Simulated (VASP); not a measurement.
Wanted: the native input for a VASP 6.6.1 run.

| Item | Value |
| --- | --- |
| Task | single point |
| Functional | PBE |
| Dispersion | D3(BJ) |
| Potentials or basis | VASP PAW PBE potentials, release 64 (H) |
| Cutoff | 250 eV |
| k mesh | 1 × 1 × 1 |
| Occupations | gaussian, width 0.01 eV |
| Spin | collinear spin, ferromagnetic start |
| Starting moments | [1.1] μB |
| Fixed moment | 1 μB |
| Further INCAR settings | ALGO = Normal; EDIFF = 1e-07; ISYM = 0 |

The structure of H lies in POSCAR:

```
H                                       
1.0
   10.5000000000      0.0000000000      0.0000000000
    0.0000000000     11.0000000000      0.0000000000
    0.0000000000      0.0000000000     11.5000000000
  H             
     1
Selective dynamics
Direct
     0.5000000000000000    0.5045454544999970    0.5000000000000000   F   F   F
```

The input as run:

INCAR

```
SYSTEM = H
  ALGO = Normal
  EDIFF = 1E-7
  ENCUT = 250
  GGA = PE
  ISIF = 2
  ISMEAR = 0
  ISPIN = 2
  ISYM = 0
  IVDW = 12
  LASPH = .True.
  LCHARG = .False.
  LORBIT = 11
  LREAL = .False.
  LWAVE = .False.
  MAGMOM = 1.1
  NELM = 60
  NUPDOWN = 1
  PREC = Accurate
  SIGMA = 0.01
```

KPOINTS

```
k-points
0
Gamma
  1 1 1
  0 0 0
```

Potentials or basis: VASP PAW PBE potentials, release 64 (H).

Run with:

```console
$ cat potpaw_PBE.64/H/POTCAR > POTCAR
$ mpirun -np 4 vasp_gam > vasp.out
```

It gave:

The net moment is 1.00 μB per cell, the site moments are H +0.38 μB and the valence electrons inside the program's atomic spheres are H 0.38. The dispersion energy per atom is 0.000 eV.

Caveat: the total moment is fixed, so each spin has its own Fermi level.

Wall time 12 s on 4 MPI ranks on Intel(R) Xeon(R) 6975P-C (Granite Rapids) (shared host), peak memory 0.23 GiB a rank.
